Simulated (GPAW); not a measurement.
# Fe2 Mo7 Fe2 001: parallel and opposed starts, part 2 of 2

Wanted: the moments of Fe2 Mo7 Fe2 001 and the energy of each order that was tried.

GPAW 26.7.0; PBE; plane waves with GPAW's PAW setups, scalar-relativistic.

So far. Step 2 (Order 1, typed as ferro ++++): After 51 cycles the largest moment stands at 2.81 μB.

## 3. Start 2: antiferro ++--

Reversing part of the moments tests the sign of the couplings between them.

File order2.py:

```python
import json
import numpy as np
from ase import Atoms
from ase.parallel import paropen, parprint
from gpaw import GPAW

atoms = Atoms(['Fe', 'Fe', 'Mo', 'Mo', 'Mo', 'Mo', 'Mo', 'Mo', 'Mo', 'Fe', 'Fe'],
    cell=[[3.147, 0.0, 0.0],
         [0.0, 3.147, 0.0],
         [0.0, 0.0, 26.586602]],
    scaled_positions=[[0.0, 0.0, 0.225678],
         [0.5, 0.5, 0.270493],
         [0.0, 0.0, 0.322486],
         [0.5, 0.5, 0.381657],
         [0.0, 0.0, 0.440829],
         [0.5, 0.5, 0.5],
         [0.0, 0.0, 0.559171],
         [0.5, 0.5, 0.618343],
         [0.0, 0.0, 0.677514],
         [0.5, 0.5, 0.729507],
         [0.0, 0.0, 0.774322]],
    pbc=True,
    magmoms=[2.6, 2.6, 0.0, 0.0, 0.0, 0.0, 0.0, 0.0, 0.0, -2.6, -2.6])
atoms.calc = GPAW(mode={'name': 'pw', 'ecut': 450},
    xc='PBE',
    kpts={'size': (20, 20, 1), 'gamma': True},
    occupations={'name': 'fermi-dirac', 'width': 0.05},
    convergence={'density': 1e-05, 'energy': 1e-05},
    maxiter=200,
    mixer={'name': 'pulay', 'beta': 0.03, 'nmaxold': 8, 'weight': 100},
    symmetry={'tolerance': 1e-4},
    txt='order2.txt')
e = atoms.get_potential_energy(force_consistent=True)
res = {'free_energy': e, 'energy_sigma0': atoms.get_potential_energy(), 'fermi_energy': atoms.calc.get_fermi_level()}
res['moments'] = atoms.get_magnetic_moments().tolist()
res['total'] = atoms.get_magnetic_moment()
parprint('site moments (muB):', np.round(res['moments'], 3))
parprint(f"total moment: {res['total']:.3f} muB")
parprint(f'free energy: {e:.6f} eV')
atoms.calc.write('order2.gpw')
with paropen('results.json', 'w') as f:
    json.dump(res, f)
```

The run is started by

```
$ OMP_NUM_THREADS=1 mpirun -n 8 gpaw python order2.py > order2.log
```

Numbers of over 12 decimals in the logs are rounded to 6 here.

The program printed:

```text
site moments (muB): [ 2.812  1.979 -0.191 -0.023 -0.009  0.     0.009  0.023  0.191 -1.979
 -2.812]
total moment: 0.000 muB
free energy: -111.055787 eV

--- order2.txt ---
Input parameters:
  mode=PW(ecut=450),
  convergence={'density': 1e-05, 'energy': 1e-05},
  kpts=MonkhorstPack(size=(20, 20, 1), gamma=True),
  maxiter=200,
  mixer=Pulay(name='pulay', nmaxold=8, beta=0.03, weight=100, sigma=0.015, g_ss=None),
  occupations=Occupations(name='fermi-dirac', width=0.05),
  symmetry=Symmetry(tolerance=0.0001),
  xc=XC(name='PBE')

Diagonalizing LCAO Hamiltonian
Converting LCAO to pw mode
   .-------.
  /|       |
 * |       |
 | |       |
 | |       |
 | |       |
 | |       |
 | |       |
 | |       |
 Fe|       |
 | |  Fe   |
 | |       |
 | |       |
 Mo|       |
 | |  Mo   |
 | |       |
 | |       |
 Mo|  Mo   |
 | |       |
 | |       |
 Mo|       |
 | |  Mo   |
 | |       |
 | |       |
 Mo|       |
 | |  Fe   |
 | |       |
 | |       |
 Fe|       |
 | |       |
 | |       |
 | |       |
 | |       |
 | .-------.
 |/       /
 *-------*

Atoms  # Å, Bohr magnetons
|    | symbol |        x |        y |         z |    initial magnetic moments |
|----|--------|----------|----------|-----------|-----------------------------|
|  0 |     Fe | 0.000000 | 0.000000 |  6.000011 | ( 0.0000,  0.0000,  2.6000) |
|  1 |     Fe | 1.573500 | 1.573500 |  7.191490 | ( 0.0000,  0.0000,  2.6000) |
|  2 |     Mo | 0.000000 | 0.000000 |  8.573807 | ( 0.0000,  0.0000,  0.0000) |
|  3 |     Mo | 1.573500 | 1.573500 | 10.146963 | ( 0.0000,  0.0000,  0.0000) |
|  4 |     Mo | 0.000000 | 0.000000 | 11.720145 | ( 0.0000,  0.0000,  0.0000) |
|  5 |     Mo | 1.573500 | 1.573500 | 13.293301 | ( 0.0000,  0.0000,  0.0000) |
|  6 |     Mo | 0.000000 | 0.000000 | 14.866457 | ( 0.0000,  0.0000,  0.0000) |
|  7 |     Mo | 1.573500 | 1.573500 | 16.439639 | ( 0.0000,  0.0000,  0.0000) |
|  8 |     Mo | 0.000000 | 0.000000 | 18.012795 | ( 0.0000,  0.0000,  0.0000) |
|  9 |     Fe | 1.573500 | 1.573500 | 19.395112 | ( 0.0000,  0.0000, -2.6000) |
| 10 |     Fe | 0.000000 | 0.000000 | 20.586591 | ( 0.0000,  0.0000, -2.6000) |

Unit cell  # Å
| periodic |        x |        y |         z |   lengths |    angles |
|----------|----------|----------|-----------|-----------|-----------|
|      yes | 3.147000 | 0.000000 |  0.000000 |  3.147000 | 90.000000 |
|      yes | 0.000000 | 3.147000 |  0.000000 |  3.147000 | 90.000000 |
|      yes | 0.000000 | 0.000000 | 26.586602 | 26.586602 | 90.000000 |

Number of symmetries: 8

BZ-sampling:
  Number of BZ points: 400
  Number of IBZ points: 66

  Monkhorst-Pack size: [20, 20, 1]
  Monkhorst-Pack shift: [0.025, 0.025, 0.0]

Plane wave coefficients: 5795
Cutoff: 450.000000 eV

Spin-components: 2 (collinear spins)
Bands:           82
Projectors:      66
Spin-degeneracy: 1
Datatype:        complex128

Parallelization:
  kpt:    8
  domain: 1
  band:   1

Density:
  Valence electrons: 130.0
  Components: 2
  Grid points: [ 16  16 135]
  Charge: 0.0  # |e|

Potential:
  Grid points: [ 16  16 135]

[... setups left out ...]
Reference energy: -909416.326820  # eV

eigensolver:
  PPCG
  Converge bands: occupied
  niter=2

density mixing:
  Pulay-Mixer
  Linear mixing parameters: 0.03
  Old densities: 8
  Fourier metric: weight=100, sigma=0.015

occupation numbers:
  Fermi-Dirac:
    width: 0.0500  # eV

poisson solver:
  ecut: 3600.000000  # eV

xc functional:
  name: PBE with 2 nearest neighbor stencil

convergence criteria:
- Maximum integral of absolute [dens]ity change: 1e-05 electrons / valence electron
- Maximum [total energy] change in last 3 cyles: 1e-05 eV / valence electron
- Maximum integral of absolute [eigenst]ate change: 4e-08 eV^2 / valence electron
maximum number of iterations: 200

SCF iterations
|iter     |      energy | eigst |  dens |  magmom |
|---------|-------------|-------|-------|---------|
|iter:   1|       0s | -122.472638 | +0.53 |       |  +0.0000|
|iter:   2|      15s | -123.085516 | -0.44 | -0.78 |  -0.0000|
|iter:   3|      29s | -117.751969 | -1.02 | -0.87 |  -0.0000|
|iter:   4|      44s | -115.957191 | -1.49 | -0.93 |  -0.0000|
|iter:   5|      59s | -112.770054 | -0.99 | -1.00 |  +0.0000|
|iter:   6|      73s | -111.154613 | -0.91 | -1.15 |  -0.0000|
|iter:   7|      88s | -110.935327 | -1.78 | -1.36 |  +0.0000|
|iter:   8|     103s | -110.851464 | -1.87 | -1.43 |  -0.0000|
|iter:   9|     118s | -110.841355 | -2.26 | -1.58 |  +0.0001|
|iter:  10|     132s | -110.858188 | -2.70 | -1.61 |  -0.0008|
[... 40 iterations left out ...]
|iter:  51|     727s | -111.010846c| -7.04 | -4.43 |  -0.0000|
|iter:  52|     735s | -111.010847c| -7.53c| -4.59 |  +0.0000|
|iter:  53|     742s | -111.010846c| -7.89c| -4.59 |  +0.0000|
|iter:  54|     754s | -111.010850c| -7.48c| -4.57 |  +0.0000|
|iter:  55|     761s | -111.010851c| -7.64c| -4.60 |  +0.0000|
|iter:  56|     768s | -111.010851c| -7.94c| -4.73 |  +0.0000|
|iter:  57|     775s | -111.010852c| -8.07c| -4.77 |  +0.0000|
|iter:  58|     782s | -111.010853c| -7.96c| -4.85 |  +0.0000|
|iter:  59|     789s | -111.010852c| -7.99c| -4.97 |  +0.0000|
|iter:  60|     797s | -111.010852c| -8.06c| -5.03c|  +0.0000|

Converged in 60 steps
Energy contributions relative to reference atoms: (reference = -909416.326820)

Energy contributions:
  Kinetic:         -58.783928
  Coulomb:          24.724468
  Zero:             -1.305742
  External:          0.000000
  Xc:              -75.600715
  Entropy:          -0.089870
  Spinorbit:         0.000000
  ----------------------------
  Free energy:    -111.055787
  Extrapolated:   -111.010852

dipole moment: (-62.381345, -62.381345, -0.000504)  # |e|*Ang

Total magnetic moment: (0.000000, 0.000000, 0.000000)

Local magnetic moments
|        x |        y |         z |
|----------|----------|-----------|
| 0.000000 | 0.000000 |  2.811757 |  # Fe   0
| 0.000000 | 0.000000 |  1.979086 |  # Fe   1
| 0.000000 | 0.000000 | -0.190533 |  # Mo   2
| 0.000000 | 0.000000 | -0.023300 |  # Mo   3
| 0.000000 | 0.000000 | -0.008975 |  # Mo   4
| 0.000000 | 0.000000 |  0.000000 |  # Mo   5
| 0.000000 | 0.000000 |  0.008975 |  # Mo   6
| 0.000000 | 0.000000 |  0.023300 |  # Mo   7
| 0.000000 | 0.000000 |  0.190533 |  # Mo   8
| 0.000000 | 0.000000 | -1.979084 |  # Fe   9
| 0.000000 | 0.000000 | -2.811758 |  # Fe  10

Fermi level: 5.932
Eigenvalues  # (at kpt = [-0.000, -0.000, 0.000])
| band index |      eig [eV] | occ [0-1] |      eig [eV] | occ [0-1] |
|------------|---------------|-----------|---------------|-----------|
|          0 |       -55.329 |     1.000 |       -55.329 |     1.000 |
|        ... |               |           |               |           |
|         59 |         4.941 |     1.000 |         4.941 |     1.000 |
|         60 |         5.015 |     1.000 |         5.015 |     1.000 |
|         61 |         5.286 |     1.000 |         5.286 |     1.000 |
|         62 |         5.373 |     1.000 |         5.373 |     1.000 |
|         63 |         5.373 |     1.000 |         5.373 |     1.000 |
|         64 |         5.530 |     1.000 |         5.530 |     1.000 |
|         65 |         5.718 |     0.986 |         5.718 |     0.986 |
|         66 |         5.718 |     0.986 |         5.718 |     0.986 |
|         67 |         6.031 |     0.123 |         6.031 |     0.123 |
|         68 |         6.231 |     0.003 |         6.231 |     0.003 |
|         69 |         6.245 |     0.002 |         6.245 |     0.002 |
|         70 |         6.290 |     0.001 |         6.290 |     0.001 |
|         71 |         6.290 |     0.001 |         6.290 |     0.001 |
|         72 |         6.533 |     0.000 |         6.533 |     0.000 |
|         73 |         6.925 |     0.000 |         6.925 |     0.000 |
|         74 |         7.066 |     0.000 |         7.066 |     0.000 |
|        ... |               |           |               |           |
|         81 |         8.092 |     0.000 |         8.092 |     0.000 |

No gap
No difference between direct/indirect transitions
```

The job ended after 14 min (8 MPI ranks of Arm Neoverse V1, shared host; peak memory 3.1 GiB).

Spin moment in the augmentation sphere by atom:

| atom | spin moment in the augmentation sphere (μB) |
| --- | --- |
| Fe1 | 2.81 |
| Fe2 | 1.98 |
| Mo3 | -0.19 |
| Mo4 | -0.02 |
| Mo5 | -0.01 |
| Mo6 | 0.00 |
| Mo7 | 0.01 |
| Mo8 | 0.02 |
| Mo9 | 0.19 |
| Fe10 | -1.98 |
| Fe11 | -2.81 |

This step gave:

```yaml
magnetization: 0 μB
final_state: antiferromagnetic
```

It lies 6.47 meV a seeded atom over the first start, and its largest moment is 2.81 μB against 2.81 μB.

## 4. Ranking

These are free energies at a smearing of 0.05 eV, so its entropy term is in the differences. They are divided by the number of seeded atoms, so that cells of unlike size compare.

Orders:

| start | final state | typed order kept | energy over the lowest (meV a seeded atom) | largest site moment (μB) | net moment (μB a primitive cell) | mesh matched | CPU time (s) |
| --- | --- | --- | --- | --- | --- | --- | --- |
| ferro ++++ | ferromagnetic | yes | 0 | 2.814 | 9.382 | yes | 6159 |
| antiferro ++-- | antiferromagnetic | yes | 6.471 | 2.812 | 0 | yes | 6574 |

## 5. Summary of results

```yaml
lowest_state_found: ferromagnetic (typed ferro ++++)
largest_site_moment: 2.81 μB
next_state: antiferromagnetic, 6.47 meV a seeded atom higher
```

What this shows: The lowest state found is ferromagnetic, reached from the start ferro ++++, with moments up to 2.81 μB. The next state costs 6.5 meV a seeded atom. This is the lowest of 2 finished starts, no proof of the ground state.

[Logs and program files are shortened in this print: banners, set-up blocks, solver, clock and traceback lines can be left out without a mark of their own.]

[Logs are printed without paths, hosts, clocks, repeated set-up lines and the standing remarks that a program may print on its own settings, such as how far it seeks lower states.]

[Hosts, paths, dates, database ids (printed as entryN), source tags and the programs' standing remarks are cut or masked in the printed files.]

[Where a cell is said to come from a database of computed structures, the database is the Materials Project.]
